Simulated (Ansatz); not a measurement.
The cell below belongs to a search over invented structures; it isn't taken from experiment.

Input and command of a plane-wave DFT calculation in Ansatz:

```yaml
crystal:
  lattice:
    - [1.292659986, -2.2825075798, -0.0062937462]
    - [-3.9501486477, -2.3241741922, -0.0834238293]
    - [-0.0583448735, 1.4747248485, -4.9715861654]
  atoms:
    - { symbol: Si, position: [0.9719077156, 1.0032632554, 0.9969076628] }
    - { symbol: Si, position: [0.4987176254, 0.5030136485, -0.0151941488] }
    - { symbol: O, position: [0.4354039276, 0.7985232619, 0.8198738935] }
    - { symbol: O, position: [0.8963417794, 0.3080525884, 0.8171932675] }
    - { symbol: O, position: [0.1318393386, 0.7051074633, 0.2006661786] }
    - { symbol: O, position: [0.5657896134, 0.1820397825, 0.1805531463] }
basis:
  ecutwfc: 420
kpoints:
  mp_grid: { grid: [6, 4, 6] }
hamiltonian:
  xc: pbe
  dispersion: d3bj
scf:
  occupations: { method: gaussian, width: 0.1 }
  lower_state_search: "off"
output:
  forces: true
  stress: true
  eigenvalues: true
relax:
  adjacent_minimum: "off"
  f_tol: 0.025
  max_steps: 60
  cell: { stress_tol: 0.25 }
```

```bash
ansatz run input.yaml --threads 1 --pin off --max-ram 2560MiB --backend cpu --events-out ev --progress --plain --runs-dir out
```

Processor: AMD EPYC 7R43 64-Core Processor (Zen 3), 1 thread, on a host shared with other jobs.

Question: How long does it run, and how much memory does it take?

Answer: About 3.6 min, peak memory 0.44 GiB. It solves 22 bands at 76 k points (after reduction by symmetry) with about 1125 plane waves (on the last cell), in 90 SCF iterations over 15 ionic steps.
